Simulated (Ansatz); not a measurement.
Input of an Ansatz 0.2.0 run:

The input input.yaml:

```yaml
crystal:
  lattice: { a: 2.95, b: 2.95, c: 4.68, alpha: 90.0, beta: 90.0, gamma: 120.0 }
  space_group: 194
  setting: { hermann_mauguin: "P63/mmc" }
  reduce_to_primitive: true
  atoms:
    - { symbol: Ti, position: [0.6666666667, 0.3333333333, 0.75] }
kpoints:
  mp_grid: { kspacing: 0.25 }
scf:
  occupations: { method: fermi_dirac, width: 0.15 }
hamiltonian:
  xc: pbesol
  pseudopotentials: { kind: all_electron, datasets: crystal }
output:
  forces: true
  stress: true
  wannier:
    kmesh: [6, 6, 6]
    projections: [{ species: Ti, l: d }]
    disentanglement: { window: [-16, 20] }
```

Potentials or basis: all-electron PAW datasets made for the crystal.

Command:

```bash
$ ansatz run input.yaml --threads 1 --pin off --max-ram 2560MiB --backend cpu --events-out ev --progress --plain --runs-dir out
```

What does it give for the pressure?

-5.3 GPa.

Estimate the band gap on the k mesh.

none (metal or under the smearing width).

Stress tensor (GPa, compression positive):
```
-5.24  0.00  0.00
 0.00 -5.24  0.00
 0.00  0.00 -5.43
```
